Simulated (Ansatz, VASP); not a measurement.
**One calculation of BAs, two programs**

```
CELL_PARAMETERS angstrom
0.00000 2.40464 2.40464
2.40464 0.00000 2.40464
2.40464 2.40464 0.00000
ATOMIC_POSITIONS crystal
B 0.00000 0.00000 0.00000
As 0.75000 0.75000 0.75000
```

Alike in both runs: functional PBE; k mesh 10 × 10 × 10; no spin polarisation.

Ansatz relaxed the structure, and its values are those at the end. VASP's run is a single point on that final structure, the one shown.

```csv
,VASP,Ansatz
version,VASP 6.6.1,Ansatz 0.2.0
potentials or method,"VASP PAW PBE potentials, release 64 (B, As)","scalar-relativistic, plane waves, PAW"
plane-wave cutoff (eV),520,420
occupations,"gaussian, width 0.01 eV",fixed
valence electrons in the cell,8,18
```

|  | VASP | Ansatz | Ansatz less VASP |
| --- | --- | --- | --- |
| gap on the k mesh at the Fermi level (eV) | 1.20 | 1.20 | +0.008 |
| least direct gap on the mesh (eV) | 3.25 | 3.26 | +0.005 |
| pressure (GPa) | 0.6 | 0.0 | -0.59 |

The two sets of potentials don't hold the same shells in valence.

A k mesh can miss the band edges.
